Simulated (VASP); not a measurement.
Input of a VASP 6.6.1 run:

Contents of INCAR:

```
ALGO = Normal
EDIFF = 1E-7
EDIFFG = -0.02
ENCUT = 600
GGA = PS
IBRION = 2
ISIF = 3
ISMEAR = -1
LASPH = T
LCHARG = F
LREAL = F
LWAVE = F
NELM = 100
NSW = 40
PREC = Accurate
SIGMA = 0.05
```

Contents of KPOINTS:

```
k-points
0
Gamma
  7 7 5
```

File POSCAR:

```
AlN
1.0
    3.1130000000      0.0000000000      0.0000000000
   -1.5565000000      2.6959370820      0.0000000000
    0.0000000000      0.0000000000      4.9810000000
Al N
2 2
Direct
    0.6666666667      0.3333333333      0.5000000000
    0.3333333333      0.6666666667      0.0000000000
    0.6666666667      0.3333333333      0.8800000000
    0.3333333333      0.6666666667      0.3800000000
```

Potentials or basis: VASP PAW PBE potentials, release 64 (Al, N).

The run is started by

```console
$ cat potpaw_PBE.64/Al/POTCAR potpaw_PBE.64/N/POTCAR > POTCAR
$ mpirun -np 1 vasp_std > vasp.out
```

(1) What does it give for the relaxed volume?

(2) Estimate the space group after relaxing (to 0.05 Å).

(3) Estimate the band gap on the k mesh.

## Answers

(1) 10.45 Å³/atom.

(2) P6_3mc (No. 186).

(3) 4.12 eV, direct.

Caveat: the PAW data sets were made with another functional, which shifts forces and pressure a little.
